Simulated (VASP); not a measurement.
## From an Ansatz input to VASP: HgSe (strained zincblende)

Ansatz input

```yaml
crystal:
  lattice:
    - [0.0, 3.0308117952, 3.0308117952]
    - [3.0308117952, 0.0, 3.0308117952]
    - [3.0308117952, 3.0308117952, 0.0]
  atoms:
    - { symbol: Hg, position: [0.0, 0.0, 0.0] }
    - { symbol: Se, position: [0.25, 0.25, 0.25] }
kpoints:
  mp_grid: { grid: [8, 8, 8] }
  band_path:
    path:
      - [0.0, 0.0, 0.0]
      - [-0.5, -0.5, 0.0]
      - [-0.375, -0.375, 0.25]
      - [-0.375, 0.0, 0.375]
      - [0.0, 0.0, 0.5]
      - [-0.5, -0.25, 0.25]
    npoints: 1
hamiltonian:
  xc: r2scan
scf:
  occupations: { method: fermi_dirac, width: 0.02 }
  n_extra_bands: 4
output:
  forces: true
  stress: true
  eigenvalues: true
```

Problem. Which VASP files do the same job?

Solution. 

INCAR

```
EDIFF = 1E-7
NSW = 0
ISIF = 2
LASPH = .TRUE.
ISMEAR = -1
ALGO = Normal
NELM = 120
LREAL = .FALSE.
LELF = .TRUE.
METAGGA = R2SCAN
IBRION = -1
LCHARG = .TRUE.
SIGMA = 0.02
LWAVE = .FALSE.
ENCUT = 520
NBANDS = 16
PREC = Accurate
```

KPOINTS

```
KPOINTS created by Atomic Simulation Environment
0
Gamma
8 8 8
0 0 0
```

KPOINTS_OPT

```
special points
6
Reciprocal
0.0000000000 0.0000000000 0.0000000000 1
-0.5000000000 -0.5000000000 0.0000000000 1
-0.3750000000 -0.3750000000 0.2500000000 1
-0.3750000000 0.0000000000 0.3750000000 1
0.0000000000 0.0000000000 0.5000000000 1
-0.5000000000 -0.2500000000 0.2500000000 1
```

POSCAR

```
Hg Se
 1.0000000000000000
     0.0000000000000000    3.0308117952000000    3.0308117952000000
     3.0308117952000000    0.0000000000000000    3.0308117952000000
     3.0308117952000000    3.0308117952000000    0.0000000000000000
 Hg  Se
   1   1
Cartesian
  0.0000000000000000  0.0000000000000000  0.0000000000000000
  1.5154058976000000  1.5154058976000000  1.5154058976000000
```

VASP ran with the recommended PBE PAW datasets (18 valence electrons in the cell). Other inputs would serve too.

|  | Ansatz | VASP |
| --- | --- | --- |
| gap between bands v and c | 0.00 eV | 0.00 eV |
| least direct gap | 0.00 eV | 0.00 eV |
| pressure | 3.5 GPa | 3.7 GPa |

The two codes use different PAW datasets and cutoffs. VASP's cell holds 18 valence electrons and Ansatz's 36. Ansatz's stress includes a Pulay correction; VASP's doesn't.
